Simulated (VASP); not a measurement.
# Ge (I4_1/amd) in VASP: further runs

The runs below take Ge through single point, with PBE.

All numbers are computed with VASP 6.6.1; they aren't measurements. Logs are shortened: lines on timing, memory, paths and dates and some standing lists are left out, and cuts for length are marked.

## Step 1: The structure

The structure is tetragonal, space group I4_1/amd (No. 141). The conventional cell has a = 5.149 Å, b = 5.149 Å, c = 2.795 Å, α = 90.00°, β = 90.00°, γ = 90.00°. Around Ge (site symmetry -4m2) lie 6 Ge at 2.67 to 2.79 Å.

This isn't the form of Ge at room conditions, which is diamond.

## Step 2: Single point, PBE

INCAR

```
PREC = Accurate
ENCUT = 400
EDIFF = 1E-7
ISMEAR = 0
SIGMA = 0.05
LREAL = F
LASPH = T
NELM = 100
ALGO = Normal
ISIF = 2
LWAVE = F
LCHARG = F
GGA = PE
NBANDS = 21
ADDGRID = F
```

KPOINTS

```
regular mesh
0
Gamma
  11 11 11
```

POSCAR

```
Ge
1.0
   -2.5744897190      2.5744897190      1.3974126432
    2.5744897190     -2.5744897190      1.3974126432
    2.5744897190      2.5744897190     -1.3974126432
Ge
2
Direct
    0.5000000000      0.5000000000      0.0000000000
    0.2500000000      0.7500000000      0.5000000000
```

Potentials or basis: VASP PAW PBE potentials, release 64 (Ge_d).

Started as:

```console
cat potpaw_PBE.64/Ge_d/POTCAR > POTCAR
mpirun -np 1 vasp_std > vasp.out
```

OUTCAR:

```text
PREC = Accurate
   ENCUT = 400
   EDIFF = 1E-7
   ISMEAR = 0
   LREAL = F
   LASPH = T
   NELM = 100
   ISIF = 2
   GGA = PE

 Found    126 irreducible k-points:

 Following reciprocal coordinates:
            Coordinates               Weight
  0.000000  0.000000  0.000000      1.000000
  0.090909  0.000000 -0.000000      8.000000
  0.181818  0.000000 -0.000000      8.000000
  0.272727  0.000000  0.000000      8.000000
  0.363636  0.000000 -0.000000      8.000000
  0.454545  0.000000 -0.000000      8.000000
   k-points           NKPTS =    126   k-points in BZ     NKDIM =    126   number of bands    NBANDS=     21
   number of dos      NEDOS =    301   number of ions     NIONS =      2
   total plane-waves  NPLWV =  21952
   dimension x,y,z NGX =    28 NGY =   28 NGZ =   28
   dimension x,y,z NGXF=    56 NGYF=   56 NGZF=   56
   ions per type =               2
   NGX,Y,Z   is equivalent  to a cutoff of  11.94, 11.94, 11.94 a.u.
   NGXF,Y,Z  is equivalent  to a cutoff of  23.87, 23.87, 23.87 a.u.
 SYSTEM =  unknown system
   PREC   = accura    normal or accurate (medium, high low for compatibility)
   ISTART =      0    job   : 0-new  1-cont  2-samecut
   ICHARG =      2    charge: 1-file 2-atom 10-const
   ISPIN  =      1    spin polarized calculation?
   LNONCOLLINEAR =      F non collinear calculations
   LSORBIT =      F    spin-orbit coupling
   LASPH  =      T    aspherical Exc in radial PAW
   ENCUT  =  400.0 eV  29.40 Ry    5.42 a.u.   6.36  6.36  6.36*2*pi/ulx,y,z
   NELM   =    100;   NELMIN=  2; NELMDL= -5     # of ELM steps
   EDIFF  = 0.1E-06   stopping-criterion for ELM
   LREAL  =      F    real-space projection
   EDIFFG = 0.1E-05   stopping-criterion for IOM
   NSW    =      0    number of steps for IOM
   IBRION =     -1    ionic relax: 0-MD 1-quasi-New 2-CG
   NFREE  =      0    steps in history (QN), initial steepest desc. (CG)
   ISIF   =      2    stress and relaxation
   ISYM   =      2    0-nonsym 1-usesym 2-fastsym
   POTIM  = 0.5000    time-step for ionic-motion
   TEBEG  =    0.0;   TEEND  =   0.0 temperature during run
   PSTRESS=    0.0 pullay stress
   NELECT =      28.0000    total number of electrons
   NUPDOWN=      -1.0000    fix difference up-down
   EMIN   =  10.00;   EMAX   =-10.00  energy-range for DOS
   EFERMI =   0.00;   METHOD = LEGACY
   ISMEAR =     0;   SIGMA  =   0.05  broadening in eV -4-tet -1-fermi 0-gaus
   EFERMI_NEDOS =   21; number of points for ismear=-14 and -15
   IALGO  =     38    algorithm
   IMIX   =      4    mixing-type and parameters
     AMIX     =   0.40;   BMIX     =  1.00
     AMIX_MAG =   1.60;   BMIX_MAG =  1.00
  volume/ion in A,a.u.               =      18.52       125.01
  Fermi-wavevector in a.u.,A,eV,Ry     =   1.491209  2.817976 30.255333  2.223704
  Thomas-Fermi vector in A             =   2.603893
   LORBIT       =      0    0 simple, 1 ext, 2 COOP (PROOUT), +10 PAW based schemes
   GGA     = PE    functional components
   LHFCALC =     F    Hartree Fock is set to
   AEXX    =    0.0000 exact exchange contribution
   IVDW    =     0    specifies the selected vdW correction
   LEPSILON=     F    determine dielectric tensor
   LRPA    =     F    only Hartree local field effects (RPA)
 non-spin polarized calculation
 Gauss-broadening in eV      SIGMA  =   0.05
  energy-cutoff  :      400.00
  volume of cell :       37.05
 maximum number of plane-waves:       697
 NGX is ok and might be reduce to    28
   NGX = 13   NGY = 13   NGZ = 13

 number of electron      28.0000030 magnetization

 Free energy of the ion-electron system (eV)
  ---------------------------------------------------
  ext. energy  EPLUGINS =         0.00000000
  ---------------------------------------------------
  free energy    TOTEN  =        -8.56018762 eV

  energy without entropy =       -8.55826119  energy(sigma->0) =       -8.55922441

 E-fermi :   6.8408     XC(G=0): -11.3194

 val. band max:        6.8321424619   @ k =  -0.1818  -0.2727   0.1818
 cond. band min:       6.8445471538   @ k =  -0.4545   0.0909   0.0000
 fundamental gap:      0.0124046919
 Fermi energy:         6.8407502924

 k-point     1 :       0.0000    0.0000    0.0000
  band No.  band energies     occupation
      1     -17.9495      2.00000
      2     -17.9062      2.00000
      3     -17.8739      2.00000
      4     -17.8738      2.00000
      5     -17.7680      2.00000
      6     -17.7680      2.00000
[... 13 lines left out ...]
     20      18.3557      0.00000
     21      19.3356      0.00000

 k-point     2 :       0.0909    0.0000   -0.0000
  band No.  band energies     occupation
      1     -17.9463      2.00000
      2     -17.8951      2.00000
      3     -17.8696      2.00000
      4     -17.8607      2.00000
      5     -17.7766      2.00000
      6     -17.7752      2.00000
[... 13 lines left out ...]
     20      18.2557      0.00000
     21      18.9093      0.00000

 k-point     3 :       0.1818    0.0000   -0.0000
  band No.  band energies     occupation
      1     -17.9364      2.00000
      2     -17.8682      2.00000
      3     -17.8583      2.00000
      4     -17.8319      2.00000
      5     -17.7941      2.00000
      6     -17.7809      2.00000
[... 13 lines left out ...]
     20      16.6475      0.00000
     21      17.4916      0.00000

 k-point     4 :       0.2727    0.0000    0.0000
  band No.  band energies     occupation
      1     -17.9232      2.00000
      2     -17.8456      2.00000
      3     -17.8448      2.00000
      4     -17.8219      2.00000
      5     -17.8109      2.00000
      6     -17.7814      2.00000
[... 13 lines left out ...]
     20      15.3768      0.00000
     21      17.7509      0.00000

 k-point     5 :       0.3636    0.0000   -0.0000
  band No.  band energies     occupation
      1     -17.9121      2.00000
      2     -17.8468      2.00000
      3     -17.8416      2.00000
      4     -17.8328      2.00000
      5     -17.8105      2.00000
      6     -17.7932      2.00000
[... 13 lines left out ...]
     20      15.6797      0.00000
     21      18.8151      0.00000

 k-point     6 :       0.4545    0.0000   -0.0000
  band No.  band energies     occupation
      1     -17.9046      2.00000
      2     -17.8593      2.00000
      3     -17.8547      2.00000
      4     -17.8276      2.00000
      5     -17.8013      2.00000
      6     -17.8003      2.00000
[... 13 lines left out ...]
     20      18.2573      0.00000
     21      19.0011      0.00000

 [... further k-points ...]
[... 5 lines left out ...]
  --------------------------------------------------------------------------------------
  -------------------------------------------------------------------------------------
  Total        0.6414618      0.6414618      0.6785306      0.0000000      0.0000000      0.0000000
  in kB       27.7405083     27.7405083     29.3435764      0.0000000      0.0000000      0.0000000
  external PRESSURE =      28.2748643 kB  Pullay stress =       0.0000000 kB

 VOLUME and BASIS-vectors are now :
 -----------------------------------------------------------------------------
  energy-cutoff  :      400.00
  volume of cell :       37.05
      direct lattice vectors                 reciprocal lattice vectors
    -2.574489719  2.574489719  1.397412643     0.000000000  0.194213244  0.357804119
     2.574489719 -2.574489719  1.397412643     0.194213244  0.000000000  0.357804119
     2.574489719  2.574489719 -1.397412643     0.194213244  0.194213244  0.000000000

 POSITION                                       TOTAL-FORCE (eV/Angst)
 -----------------------------------------------------------------------------------
      0.00000      0.00000      1.39741         0.000000     -0.000000     -0.000000
      2.57449      0.00000      0.69871        -0.000000      0.000000      0.000000
 -----------------------------------------------------------------------------------
    total drift:                                0.000000     -0.000000      0.000000

  FREE ENERGIE OF THE ION-ELECTRON SYSTEM (eV)
  ---------------------------------------------------
  free  energy   TOTEN  =        -8.5601876244 eV

  energy  without entropy=       -8.5582611946  energy(sigma->0) =       -8.55922441
```

It took 29 s on 1 thread of Intel Xeon 6975P-C (Granite Rapids), shared host; peak memory 0.18 GiB.

The run converged, but some of its settings lie outside the range that counts as converged, so its numbers aren't taken as properties of the crystal.

Results:

```
Free energy            : -8.5602 eV
Pressure               : 2.8 GPa
Band gap on the k mesh : none (metal or under the smearing width)
```

## Step 3: Single point, PBE

INCAR is that of step 2.

KPOINTS is that of step 2.

POSCAR

```
Ge
1.0
   -2.5744897190      2.5744897190      1.3974126432
    2.5744897190     -2.5744897190      1.3974126432
    2.5744897190      2.5744897190     -1.3974126432
Ge
2
Direct
    0.5147880000      0.5105290000      0.0041050000
    0.2603220000      0.7562090000      0.5249690000
```

Potentials or basis: VASP PAW PBE potentials, release 64 (Ge_d).

Started as:

```console
cat potpaw_PBE.64/Ge_d/POTCAR > POTCAR
mpirun -np 1 vasp_std > vasp.out
```

Run time: 2.3 min. Hardware: 1 thread of Intel Xeon 6975P-C (Granite Rapids), shared host; peak memory 0.38 GiB.

These settings aren't checked as converged: the numbers below hold their error.

What came out:

| Item | Value |
| --- | --- |
| Free energy | -8.5492 eV |
| Pressure | 2.9 GPa |
| Largest force | 0.280 eV/Å |
| Band gap on the k mesh | none (metal or under the smearing width) |

## Step 4: Single point, PBE

Changes to INCAR since step 3:

```diff
@@ -3,3 +3,3 @@
 EDIFF = 1E-7
-ISMEAR = 0
+ISMEAR = -5
 SIGMA = 0.05
```

KPOINTS is that of step 3.

POSCAR

```
Ge
1.0
   -2.5744897190      2.5744897190      1.3974126432
    2.5744897190     -2.5744897190      1.3974126432
    2.5744897190      2.5744897190     -1.3974126432
Ge
2
Direct
    0.5000000000      0.5000000000      0.0000000000
    0.2500000000      0.7500000000      0.5000000000
```

Started as:

```console
cat potpaw_PBE.64/Ge_d/POTCAR > POTCAR
mpirun -np 1 vasp_std > vasp.out
```

It took 30 s on 1 thread of Intel Xeon 6975P-C (Granite Rapids), shared host; peak memory 0.2 GiB.

The run converged, but some of its settings lie outside the range that counts as converged, so its numbers aren't taken as properties of the crystal.

Results:

* Free energy: -8.5613 eV
* Pressure: 2.4 GPa
* Band gap on the k mesh: none (metal or under the smearing width)

Caveat: tetrahedron occupations give inexact forces and stress in metals.

## Step 5: The reference run

An earlier run on the cell as given: functional PBE; potentials or basis VASP PAW PBE potentials, release 64 (Ge_d); cutoff 520 eV; k mesh 11 × 11 × 11; occupations fermi-dirac, width 0.05 eV; no spin polarisation.

- Pressure: 3.2 GPa
- Band gap on the k mesh: none (metal or under the smearing width)
